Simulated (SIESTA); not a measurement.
Here is a SIESTA 5.4.2 calculation.

Contents of Ir.fdf:

```
SystemName                      Ir
SystemLabel                     Ir
NumberOfSpecies                 1
NumberOfAtoms                   2
%block ChemicalSpeciesLabel
  1  77 Ir
%endblock ChemicalSpeciesLabel

LatticeConstant                 1.0 Ang
%block LatticeVectors
     2.7513778946     0.0000000000     0.0000000000
    -1.3756889473     2.3827631521     0.0000000000
     0.0000000000     0.0000000000     4.4622900000
%endblock LatticeVectors
AtomicCoordinatesFormat         Fractional
%block AtomicCoordinatesAndAtomicSpecies
     0.3333333333     0.6666666667     0.2500000000  1  Ir
     0.6666666667     0.3333333333     0.7500000000  1  Ir
%endblock AtomicCoordinatesAndAtomicSpecies

%block kgrid.MonkhorstPack
   11   0   0  0.0
    0  11   0  0.0
    0   0   6  0.0
%endblock kgrid.MonkhorstPack
XC.Functional                   GGA
XC.Authors                      PBEsol
PAO.BasisSize                   TZP
PAO.EnergyShift                 0.003 Ry
Mesh.Cutoff                     800 Ry
OccupationFunction              FD
ElectronicTemperature           0.05 eV
MaxSCFIterations                120
SCF.MustConverge                false
SCF.Mixer.Method                Pulay
SCF.Mixer.Weight                0.25
SCF.Mixer.History               8
SCF.DM.Tolerance                5.0e-05
SCF.H.Tolerance                 1.0e-03 eV
WriteForces                     true
Charge.Mulliken                 end
BandLinesScale                  ReciprocalLatticeVectors
%block BandLines
    1    0.000000   0.000000   0.000000  \Gamma
   11    0.500000   0.000000   0.000000  M
    7    0.333333   0.333333   0.000000  K
   13    0.000000   0.000000   0.000000  \Gamma
    6    0.000000   0.000000   0.500000  A
   11    0.500000   0.000000   0.500000  L
    7    0.333333   0.333333   0.500000  H
   13    0.000000   0.000000   0.500000  A
    1    0.500000   0.000000   0.500000  L
    6    0.500000   0.000000   0.000000  M
    1    0.333333   0.333333   0.000000  K
    6    0.333333   0.333333   0.500000  H
%endblock BandLines
%block PAO.Basis
  Ir 5
  n=5 0 2
    2.799 0.000
  n=6 0 3
    6.762 0.000 0.000
  n=5 1 2
    3.326 0.000
  n=6 1 1
    6.762
  n=5 2 3
    5.613 0.000 0.000
%endblock PAO.Basis
```

Potentials or basis: PseudoDojo 0.4 standard (PBE files), TZP (energy shift 0.003 Ry; two zetas on semicore shells).

The run is started by

```sh
$ siesta < Ir.fdf > Ir.out 2>&1
```

Task: What does it give for the pressure?

Result: -9.0 GPa.

Task: Estimate the band gap on the k mesh.

Result: None (metal or under the smearing width).

Levels at the corners of the path, in eV from the Fermi level:
| point | band 13 | band 14 | band 15 | band 16 | band 17 | band 18 | band 19 | band 20 |
| --- | --- | --- | --- | --- | --- | --- | --- | --- |
| Γ | -3.67 | -3.05 | -3.05 | -2.28 | -2.28 | -0.73 | 0.27 | 0.27 |
| M | -3.42 | -3.32 | -2.87 | 0.69 | 0.93 | 1.08 | 2.88 | 4.31 |
| K | -4.06 | -4.06 | -2.30 | -0.04 | -0.04 | 0.30 | 4.78 | 4.78 |
| Γ | -3.67 | -3.05 | -3.05 | -2.28 | -2.28 | -0.73 | 0.27 | 0.27 |
| A | -3.79 | -3.79 | -3.79 | -3.79 | -0.44 | -0.44 | -0.44 | -0.44 |
| L | -2.03 | -2.03 | -0.90 | -0.90 | 0.92 | 0.92 | 2.03 | 2.03 |
| H | -4.02 | -4.02 | -2.27 | -2.27 | 0.30 | 0.30 | 7.18 | 7.18 |
| A | -3.79 | -3.79 | -3.79 | -3.79 | -0.44 | -0.44 | -0.44 | -0.44 |
| L | -2.03 | -2.03 | -0.90 | -0.90 | 0.92 | 0.92 | 2.03 | 2.03 |
| M | -3.42 | -3.32 | -2.87 | 0.69 | 0.93 | 1.08 | 2.88 | 4.31 |
| K | -4.06 | -4.06 | -2.30 | -0.04 | -0.04 | 0.30 | 4.78 | 4.78 |
| H | -4.02 | -4.02 | -2.27 | -2.27 | 0.30 | 0.30 | 7.18 | 7.18 |

Caveat: the potentials were made for another functional, which shifts forces and pressure; short orbitals over semicore shells can move pressures by several GPa; the valence orbitals were made in a potential fitted to the semicore shell under them, which widens gaps by tenths of an eV or more; spin-orbit coupling is left out, which moves the levels of the heavy elements; the basis of atomic orbitals isn't converged, which shifts pressures, moduli and gaps.
